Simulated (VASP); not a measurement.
Consider the following.

```xyz
2
Lattice="0.0000 3.0157 3.0157 3.0157 0.0000 3.0157 3.0157 3.0157 0.0000" Properties=species:S:1:pos:R:3 pbc="T T T"
Na     0.0000     0.0000     0.0000
Br     3.0157     3.0157     3.0157
```

The numbers are results of revPBE GGA, VASP's PBE PAW potentials (set 64) (plane waves; VASP), not measurements. Settings: 300 eV cut-off, 4×4×4 Γ-centred mesh, Fermi-Dirac smearing of 0.20 eV, potentials Na_pv Br.

At this cut-off the stress carries a Pulay error, which pulls relaxed volumes low.  Energy and stress use the plane-wave basis of the starting cell.

### Question
The ions, cell shape and volume are relaxed. Give the cell that the relaxation ends in.

### Answer

```xyz
2
Lattice="0.0000 3.0809 3.0809 3.0809 0.0000 3.0809 3.0809 3.0809 0.0000" Properties=species:S:1:pos:R:3 pbc="T T T"
Na     0.0000     0.0000     0.0000
Br     3.0809     3.0809     3.0809
```
Space group Fm-3m (225), at a tolerance of 0.03 Å.

### Question
How do energy and volume change from the first to the last step?

### Answer
The energy (σ→0) changes by -7.2 meV/atom and the volume by +6.6 %, in 4 ionic steps.

```tsv
step	E(σ→0) (eV)	max force (eV/Å)	pressure (GPa)	volume (Å³)
1	-5.7795	0.000	1.33	54.85
2	-5.7905	0.000	0.64	56.68
3	-5.7913	0.000	-0.51	60.04
4	-5.7938	0.000	0.01	58.49
```

The structure comes from a computed database's NaBr entry; how it stands against other phases isn't given here. This run relaxes it. Symmetry was kept, so distortions that lower it aren't found. The k-mesh is coarse (spacing up to 0.44 per Å, 2π included), so the numbers may not be converged in it. The run is one of a series of settings (EDIFFG = -0.01, IBRION = 2, ISIF = 3, NSW = 50, SIGMA = 0.2, KPOINTS 4×4×4 Γ-centred mesh against the base run), some of them coarse on purpose.
